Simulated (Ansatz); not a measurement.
CuAu₃ under strain

All numbers below come from Ansatz 0.2.0, DFT r2SCAN, scalar-relativistic, plane waves, PAW. Run with 500 eV cutoff, 14×14×14 k-mesh, Gaussian smearing of 0.10 eV, no spin polarisation.

Starting point, cell and atoms relaxed:

```
CELL_PARAMETERS angstrom
4.01097 0.00000 0.00000
0.00000 4.01097 0.00000
0.00000 0.00000 4.01097
ATOMIC_POSITIONS crystal
Cu 0.00000 0.00000 0.00000
Au 0.00000 0.50000 0.50000
Au 0.50000 0.00000 0.50000
Au 0.50000 0.50000 0.00000
```

Deformation: all cell vectors scaled alike, the atoms relaxed, all within the symmetry that the strain leaves. Energies are extrapolated to zero smearing. On this cell's mesh the reference holds a stress of up to 0.12 GPa.

Spin–orbit coupling is left out, which can shift energies with elements as heavy as these.

| strain (%) | ΔE (meV/atom) | a (Å) | b (Å) | c (Å) |
| --- | --- | --- | --- | --- |
| -6.0 | 334.9 | 3.770 | 3.770 | 3.770 |
| -4.0 | 134.2 | 3.851 | 3.851 | 3.851 |
| -2.0 | 30.1 | 3.931 | 3.931 | 3.931 |
| +0.0 | 0.0 | 4.011 | 4.011 | 4.011 |
| +2.0 | 26.3 | 4.091 | 4.091 | 4.091 |
| +4.0 | 94.8 | 4.171 | 4.171 | 4.171 |
| +6.0 | 193.4 | 4.252 | 4.252 | 4.252 |

Problem. What stiffness (1/V) d²E/dε² at zero strain does a cubic fit over all points give?

Solution. A cubic fit gives (1/V) d²E/dε² = 1462 GPa at zero strain (nine times the bulk modulus at fixed shape).